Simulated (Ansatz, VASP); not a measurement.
## ZnO in VASP and in Ansatz

The input POSCAR:

```
ZnO
1.0
    3.2353408661      0.0000000001      0.0000000000
   -1.6176704331      2.8018873799      0.0000000000
    0.0000000000      0.0000000000      5.1426883557
Zn O
2 2
Direct
    0.3333333333      0.6666666667     -0.0041254346
    0.6666666667      0.3333333333      0.4958745654
    0.3333333333      0.6666666667      0.3791254346
    0.6666666667      0.3333333333      0.8791254346
```

INCAR.step1

```
SYSTEM = ZnO
ALGO = Normal
EDIFF = 1E-4
ENCUT = 520
GGA = PE
ISMEAR = 0
LASPH = .True.
LCHARG = .False.
LREAL = .False.
LWAVE = .True.
NBANDS = 26
NELM = 60
PREC = Accurate
SIGMA = 0.01
```

The input INCAR.step2:

```
SYSTEM = ZnO
ALGO = Normal
EDIFF = 1E-6
ENCUT = 520
ISIF = 2
ISMEAR = 0
ISTART = 1
LASPH = .True.
LCHARG = .False.
LMIXTAU = .True.
LREAL = .False.
LWAVE = .False.
METAGGA = R2SCAN
NBANDS = 26
NELM = 60
PREC = Accurate
SIGMA = 0.01
```

Contents of KPOINTS:

```
k-points
0
Gamma
  12 12 6
  0 0 0
```

Input for Ansatz:

```yaml
crystal:
  lattice:
    - [3.2353408661, 1.0e-10, 0.0]
    - [-1.6176704331, 2.8018873799, 0.0]
    - [0.0, 0.0, 5.1426883557]
  atoms:
    - { symbol: Zn, position: [0.3333333333, 0.6666666667, -0.0041254346] }
    - { symbol: Zn, position: [0.6666666667, 0.3333333333, 0.4958745654] }
    - { symbol: O, position: [0.3333333333, 0.6666666667, 0.3791254346] }
    - { symbol: O, position: [0.6666666667, 0.3333333333, 0.8791254346] }
kpoints:
  mp_grid: { grid: [12, 12, 6] }
  band_path:
    path:
      - [0.0, 0.0, 0.0]
      - [0.5, 0.0, 0.0]
      - [0.3333333333, 0.3333333333, 0.0]
      - [0.0, 0.0, 0.5]
      - [0.5, 0.0, 0.5]
      - [0.3333333333, 0.3333333333, 0.5]
    npoints: 1
hamiltonian:
  xc: r2scan
scf:
  occupations: { method: fixed }
  n_extra_bands: 5
output:
  forces: true
  stress: true
  eigenvalues: true
```

Change from the starting cell: uniaxial_z strain -1.3%.

Alike in both runs: task single point; functional r2SCAN; k mesh 12 × 12 × 6; no spin polarisation.

|  | VASP | Ansatz |
| --- | --- | --- |
| version | VASP 6.6.1 | Ansatz 0.2.0 |
| potentials or method | VASP PAW PBE potentials, release 64 (Zn, O) | plane waves, PAW |
| plane-wave cutoff (eV) | 520 | 500 |
| occupations | gaussian, width 0.01 eV | fixed |
| valence electrons in the cell | 36 | 36 |

```tsv
	VASP	Ansatz	Ansatz less VASP
gap on the k mesh at the Fermi level (eV)	1.27	1.27	+0.003
pressure (GPa)	3.1	2.0	-1.11
largest component of the traceless stress (GPa)	0.96	0.89	-0.071
```

Caveats: the PAW data sets were made with another functional, which shifts forces and pressure a little (VASP).
